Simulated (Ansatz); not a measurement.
Input and command of a plane-wave DFT calculation in Ansatz:

```yaml
crystal:
  lattice:
    - [-1.7307254864, 1.7307254864, 5.8338628181]
    - [1.7307254864, -1.7307254864, 5.8338628181]
    - [1.7307254864, 1.7307254864, -5.8338628181]
  atoms:
    - { symbol: Nb, position: [0.7487437889, 0.7487437889, 0.0] }
    - { symbol: Nb, position: [0.4987437889, -0.0012562111, 0.5] }
    - { symbol: As, position: [0.1672562111, 0.1672562111, 0.0] }
    - { symbol: As, position: [0.9172562111, 0.4172562111, 0.5] }
basis:
  ecutwfc: 420
kpoints:
  mp_grid: { grid: [18, 18, 18] }
hamiltonian:
  xc: pbesol
scf:
  occupations: { method: gaussian, width: 0.1 }
output:
  forces: true
  stress: true
  eigenvalues: true
relax:
  adjacent_minimum: "off"
  f_tol: 0.008
  max_steps: 50
  cell: { stress_tol: 0.08, p_target: -2.0 }
```

```bash
ansatz run input.yaml --threads 1 --pin off --max-ram 2560MiB --backend cpu --events-out ev --progress --plain --runs-dir out
```

Processor: Intel(R) Xeon(R) 6975P-C (Granite Rapids), 1 thread, on a host shared with other jobs.

Q: Estimate time, memory and problem size.

A: About 3.5 min on 1 thread of Intel(R) Xeon(R) 6975P-C (Granite Rapids) (shared host), peak memory 1.1 GiB. It solves 34 bands at 480 k points (the mesh reduced by symmetry) with about 1371 plane waves (on the last cell), in 28 SCF iterations over 4 ionic steps.
